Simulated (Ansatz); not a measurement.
# rocksalt-structured PbSe: what the numbers say

**What was measured.** A measured cell of cubic PbSe (space group Fm-3m) at 298 K, from the Crystallography Open Database (1987, doi:10.1107/S0108270187091509), has a = 6.121 Å and 28.67 Å³/atom.

A printed reference work, monograph reports, for a bulk crystal of PbSe at 4.2 K: band gap 0.15 eV (direct).

The results are compared with them further down.

Level of theory: DFT, r²SCAN, scalar-relativistic, no spin polarisation; plane waves to 500 eV with PAW datasets (Ansatz 0.2.0), 10×10×10 k-mesh, Gaussian smearing of 0.05 eV. The datasets are Ansatz's generated set soft_2.

The start was a prototype's sites filled with these elements; the Crystallography Open Database holds the compound in this structure.

The relaxed structure (symmetry read at 0.01 Å). It takes space group Fm-3m (No. 225, cubic). The conventional cell has a = 6.178 Å, b = 6.178 Å, c = 6.178 Å, α = 90.00°, β = 90.00°, γ = 90.00°. Around Pb (site symmetry m-3m) lie 6 Se at 3.09 Å. Around Se (site symmetry m-3m) lie 6 Pb at 3.09 Å. (Shells end 15 % past the nearest neighbour.)

What kind of gap is it?

It is direct, 0.66 eV. Within 0.6 eV of the edges the projected states are 70 % Se 4p at the top of the valence band and 75 % Pb 6p at the bottom of the conduction band. Spin–orbit coupling, left out here, shifts 6p levels by as much as this gap and could close it. The valence edge mixes anion p with metal states, so the bond is partly covalent and the gap isn't a plain transfer from Se to Pb.

What fixes the bond lengths?

Shannon's ionic radii give a check on the bond lengths: Pb²⁺ with 6 neighbours 1.19 Å + Se²⁻ 1.98 Å = 3.17 Å against a computed mean of 3.09 Å. Sums and bonds agree within 3 %, so ion sizes set the bond lengths.

How ionic is it?

Bader charges against formal ones: Pb +0.96 (+2), Se −0.96 (−2). The cations give up 48 % of the formal charge; Bader charges stay under formal ones because the anions' density reaches into the cations' basins, the more so the higher the formal charge and the softer the anion.

How stiff is it, in energy terms?

B0·V0 = 51.5 GPa × 29.47 Å³ = 9.47 eV/atom sets the scale: near the minimum ΔE ≈ ½ B0 V0 x², with x = V/V0 − 1, and a pressure of 0.5 GPa squeezes the volume by about 1 %. At the ends of the curve: x = −4.0 % predicts 7.6 meV/atom and the run gives 8.1; x = +7.0 % predicts 23.2 meV/atom and the run gives 20.5. The curve is steeper than the parabola on the compressed side and flatter on the expanded side: the bulk modulus rises with pressure.

Which Debye temperature follows from the elastic moduli?

K = 51 GPa and G = 30 GPa (Hill). With a density of 8.061 g/cm³ (mean mass 143.1 u, 29.47 Å³/atom), K = 51.5 and G = 29.50 GPa from the unrounded constants, v_l = √((K + 4G/3)/ρ) = 3360 m/s and v_t = √(G/ρ) = 1910 m/s. The mean [(1/v_l³ + 2/v_t³)/3]^(−1/3) is 2130 m/s, and θ_D = (ħ/k_B)(6π²/V)^(1/3) v_m ≈ 200 K, with V the volume an atom.

All results together:

```
Volume                                                : 29.47 Å³/atom
Band gap                                              : 0.66 eV
Smallest direct gap                                   : 0.66 eV
Bader charges                                         : Pb 0.96; Se -0.96 e
Formation energy from the elements (0 K, uncorrected) : -0.67 eV/atom
Bulk modulus (Birch–Murnaghan)                        : 51 GPa
Pressure derivative B0′                               : 4.4
Shear modulus (Hill)                                  : 30 GPa
Young's modulus                                       : 74 GPa
Poisson's ratio                                       : 0.26
Elastically stable                                    : yes
```

**Against experiment.** r²SCAN gives 6.178 Å and 29.47 Å³/atom, +2.8 % in volume (+0.9 % in length) from the database's cell. The static lattice lacks zero-point motion and thermal expansion, roughly 0.8 to 2.0 % in volume at 298 K by Grüneisen's rule, γ·3k_BT/(B0·V0) with γ of 1 to 2.5, so this level's own overestimate is larger than the figure, nearer 3.6 to 4.8 %. Spin–orbit coupling, left out, also moves the volume of such heavy elements' compounds. A measured gap of PbSe is 0.15 eV (direct; 4.2 K; a printed reference work, monograph); the calculated 0.66 eV misses it by +0.51 eV. 2 values of this kind are on record (0.15 to 0.28 eV); this one was drawn at random. Kohn–Sham gaps of semilocal functionals mostly fall below measured ones. Spin–orbit coupling is left out here. Temperature and excitons aren't in the calculation.

Semilocal functionals underestimate band gaps, commonly by a third or more. These numbers lack spin–orbit coupling.
